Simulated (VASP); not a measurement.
# SrO (Fm-3m) in VASP: settings compared, part 2 of 2

VASP 6.6.1.

## (5) Band structure, TB-mBJ, spin-orbit coupling, no magnetisation

POSCAR reads:

```
SrO
1.0
    0.0000000000      2.5663000000      2.5663000000
    2.5663000000      0.0000000000      2.5663000000
    2.5663000000      2.5663000000      0.0000000000
Sr O
1 1
Direct
    0.5000000000      0.5000000000      0.5000000000
    0.0000000000      0.0000000000      0.0000000000
```

INCAR.step1 reads:

```
ALGO = Normal ; EDIFF = 1E-5
ENCUT = 520 ; GGA = PE
GGA_COMPAT = F ; ISIF = 2
ISMEAR = 0 ; KPAR = 2
LASPH = T ; LCHARG = F
LORBIT = 11 ; LREAL = F
LSORBIT = T ; LWAVE = T
MAGMOM = 0 0 0 0 0 0 ; NELM = 100
PREC = Accurate ; SIGMA = 0.02
```

INCAR.step2 reads:

```
ALGO = Normal ; EDIFF = 1E-7
ENCUT = 520 ; GGA_COMPAT = F
ISIF = 2 ; ISMEAR = 0
ISTART = 1 ; KPAR = 2
LASPH = T ; LCHARG = F
LORBIT = 11 ; LREAL = F
LSORBIT = T ; LWAVE = F
MAGMOM = 0 0 0 0 0 0 ; METAGGA = MBJ
NELM = 100 ; PREC = Accurate
SIGMA = 0.02
```

KPOINTS reads:

```
k-points
0
Gamma
  8 8 8
```

KPOINTS_OPT reads:

```
path GXWKGLUWLK,UX
10
line-mode
reciprocal
 0.0000000000  0.0000000000  0.0000000000  G
 0.5000000000  0.0000000000  0.5000000000  X

 0.5000000000  0.0000000000  0.5000000000  X
 0.5000000000  0.2500000000  0.7500000000  W

 0.5000000000  0.2500000000  0.7500000000  W
 0.3750000000  0.3750000000  0.7500000000  K

 0.3750000000  0.3750000000  0.7500000000  K
 0.0000000000  0.0000000000  0.0000000000  G

 0.0000000000  0.0000000000  0.0000000000  G
 0.5000000000  0.5000000000  0.5000000000  L

 0.5000000000  0.5000000000  0.5000000000  L
 0.6250000000  0.2500000000  0.6250000000  U

 0.6250000000  0.2500000000  0.6250000000  U
 0.5000000000  0.2500000000  0.7500000000  W

 0.5000000000  0.2500000000  0.7500000000  W
 0.5000000000  0.5000000000  0.5000000000  L

 0.5000000000  0.5000000000  0.5000000000  L
 0.3750000000  0.3750000000  0.7500000000  K

 0.6250000000  0.2500000000  0.6250000000  U
 0.5000000000  0.0000000000  0.5000000000  X
```

Potentials or basis: VASP PAW PBE potentials, release 64 (Sr_sv, O).

On the command line:

```console
$ cat potpaw_PBE.64/Sr_sv/POTCAR potpaw_PBE.64/O/POTCAR > POTCAR
$ cp INCAR.step1 INCAR
$ mpirun -np 2 vasp_ncl > vasp.out
$ cp INCAR.step2 INCAR
$ mpirun -np 2 vasp_ncl > vasp.out
```

OUTCAR:

```text
EDIFF = 1E-7
   ENCUT = 520
   ISIF = 2
   ISMEAR = 0
   ISTART = 1
   LASPH = T
   LORBIT = 11
   LREAL = F
   LSORBIT = T
   METAGGA = MBJ
   NELM = 100
   PREC = Accurate

 ion  position               nearest neighbor table
   1  0.500  0.500  0.500-   2 2.57   2 2.57   2 2.57   2 2.57   2 2.57   2 2.57
   2  0.000  0.000  0.000-   1 2.57   1 2.57   1 2.57   1 2.57   1 2.57   1 2.57

  LATTYP: Found a face centered cubic cell.
 ALAT       =     5.1326000000

  Lattice vectors:

 A1 = (   0.0000000000,   2.5663000000,   2.5663000000)
 A2 = (   2.5663000000,   0.0000000000,   2.5663000000)
 A3 = (   2.5663000000,   2.5663000000,   0.0000000000)

Analysis of symmetry for initial positions (statically):
=====================================================================
 Subroutine PRICEL returns:
 Original cell was already a primitive cell.

 Routine SETGRP: Setting up the symmetry group for a
 face centered cubic supercell.

[... 888 lines left out ...]
 l=   3
     0.0000000     0.0000000     0.0000000     0.0000000     0.0000000     0.0000000     0.0000000
     0.0000000     0.0000000     0.0000000     0.0000000     0.0000000     0.0000000     0.0000000
     0.0000000     0.0000000     0.0000000     0.0000000     0.0000000     0.0000000     0.0000000
     0.0000000     0.0000000     0.0000000     0.0000000     0.0000000     0.0000000     0.0000000
     0.0000000     0.0000000     0.0000000     0.0000000     0.0000000     0.0000000     0.0000000
     0.0000000     0.0000000     0.0000000     0.0000000     0.0000000     0.0000000     0.0000000
     0.0000000     0.0000000     0.0000000     0.0000000     0.0000000     0.0000000     0.0000000

 Ion:    2  E_soc:     -0.0002218
 l=   1
     0.0000000    -0.0000370    -0.0000370
    -0.0000370     0.0000000    -0.0000370
    -0.0000370    -0.0000370     0.0000000
 l=   2
     0.0000000     0.0000000     0.0000000     0.0000000     0.0000000
     0.0000000     0.0000000     0.0000000     0.0000000     0.0000000
     0.0000000     0.0000000     0.0000000     0.0000000     0.0000000
     0.0000000     0.0000000     0.0000000     0.0000000     0.0000000
     0.0000000     0.0000000     0.0000000     0.0000000     0.0000000
 l=   3
     0.0000000     0.0000000     0.0000000     0.0000000     0.0000000     0.0000000     0.0000000
     0.0000000     0.0000000     0.0000000     0.0000000     0.0000000     0.0000000     0.0000000
     0.0000000     0.0000000     0.0000000     0.0000000     0.0000000     0.0000000     0.0000000
     0.0000000     0.0000000     0.0000000     0.0000000     0.0000000     0.0000000     0.0000000
     0.0000000     0.0000000     0.0000000     0.0000000     0.0000000     0.0000000     0.0000000
     0.0000000     0.0000000     0.0000000     0.0000000     0.0000000     0.0000000     0.0000000
     0.0000000     0.0000000     0.0000000     0.0000000     0.0000000     0.0000000     0.0000000

 total charge

# of ion       s       p       d       tot
------------------------------------------
    1        2.028   6.623   0.228   8.880
    2        1.606   3.585   0.000   5.191
--------------------------------------------------
tot          3.635  10.208   0.228  14.071

 magnetization (x)

# of ion       s       p       d       tot
------------------------------------------
    1        0.000  -0.000  -0.000  -0.000
    2        0.000   0.000   0.000   0.000
--------------------------------------------------
tot          0.000  -0.000  -0.000  -0.000

 magnetization (y)

# of ion       s       p       d       tot
------------------------------------------
    1       -0.000   0.000   0.000   0.000
    2        0.000   0.000   0.000   0.000
--------------------------------------------------
tot          0.000   0.000   0.000   0.000

 magnetization (z)

# of ion       s       p       d       tot
------------------------------------------
    1        0.000  -0.000   0.000   0.000
    2        0.000   0.000   0.000   0.000
--------------------------------------------------
tot          0.000   0.000   0.000   0.000
```

OUTCAR.step1:

```text
EDIFF = 1E-5
   ENCUT = 520
   GGA = PE
   ISIF = 2
   ISMEAR = 0
   LASPH = T
   LORBIT = 11
   LREAL = F
   LSORBIT = T
[... 955 lines left out ...]
tot          0.000   0.000   0.000   0.000

 magnetization (y)

# of ion       s       p       d       tot
------------------------------------------
    1       -0.000  -0.000   0.000   0.000
    2        0.000   0.000   0.000   0.000
--------------------------------------------------
tot         -0.000  -0.000   0.000   0.000

 magnetization (z)

# of ion       s       p       d       tot
------------------------------------------
    1        0.000   0.000   0.000   0.000
    2        0.000   0.000   0.000   0.000
--------------------------------------------------
tot          0.000   0.000   0.000   0.000
```

OSZICAR.step1:

```text
N       E                     dE             d eps       ncg     rms          rms(c)
DAV:   1     0.855348449531E+02    0.85535E+02   -0.81155E+03  1392   0.127E+03
DAV:   2    -0.888433499935E+01   -0.94419E+02   -0.87416E+02  1872   0.284E+02
DAV:   3    -0.141928714631E+02   -0.53085E+01   -0.52752E+01  2184   0.593E+01
DAV:   4    -0.143279910856E+02   -0.13512E+00   -0.13508E+00  1864   0.733E+00
DAV:   5    -0.143293251356E+02   -0.13341E-02   -0.13340E-02  1936   0.739E-01    0.222E+01
DAV:   6    -0.122027764949E+02    0.21265E+01   -0.10152E+01  1584   0.246E+01    0.239E+01
DAV:   7    -0.121303278160E+02    0.72449E-01   -0.82882E-01  1816   0.738E+00    0.141E+01
DAV:   8    -0.121263973559E+02    0.39305E-02   -0.16895E-01  1448   0.435E+00    0.205E+00
DAV:   9    -0.121228313812E+02    0.35660E-02   -0.11793E-02  2008   0.105E+00    0.411E-01
DAV:  10    -0.121235677360E+02   -0.73635E-03   -0.52990E-03  1752   0.536E-01    0.158E-01
DAV:  11    -0.121241974300E+02   -0.62969E-03   -0.74701E-04  1512   0.274E-01    0.807E-02
DAV:  12    -0.121241949250E+02    0.25049E-05   -0.54076E-05  1736   0.719E-02
   1 F= -.12124195E+02 E0= -.12124195E+02  d E =-.102857E-20  mag=    -0.0000     0.0000     0.0000
```

Run time: 3.1 min. Hardware: 2 MPI ranks of Intel Xeon 6975P-C (Granite Rapids), shared host; peak memory 0.29 GiB.

What came out:

```yaml
Valence_electrons_inside_the_program's_atomic_spheres: Sr 8.88; O 5.19
```

Caveat: the PAW data sets were made with another functional, which shifts forces and pressure a little.

## (6) Overview

```tsv
level	potentials or basis	further INCAR settings	pressure (GPa)
PBE	VASP PAW PBE potentials, release 64 (Sr_sv, O)	ALGO = Fast; EDIFF = 1e-07	3.9
LDA	VASP PAW LDA potentials, release 64 (Sr_sv, O)	ALGO = Fast; EDIFF = 1e-07	-3.1
r2SCAN	VASP PAW PBE potentials, release 64 (Sr_sv, O)	ALGO = Normal; EDIFF = 1e-07	2.1
TB-mBJ	VASP PAW PBE potentials, release 64 (Sr_sv, O)	ALGO = Normal; EDIFF = 1e-07	-
```

Alike in all rows: task band structure; spin SOC, no magnetisation; cell as given; k mesh 8 × 8 × 8; cutoff (eV) 520; smearing gaussian 0.02 eV.

Caveats: the PAW data sets were made with another functional, which shifts forces and pressure a little (some runs).

Absolute energies hang on the potentials; compare differences alone.
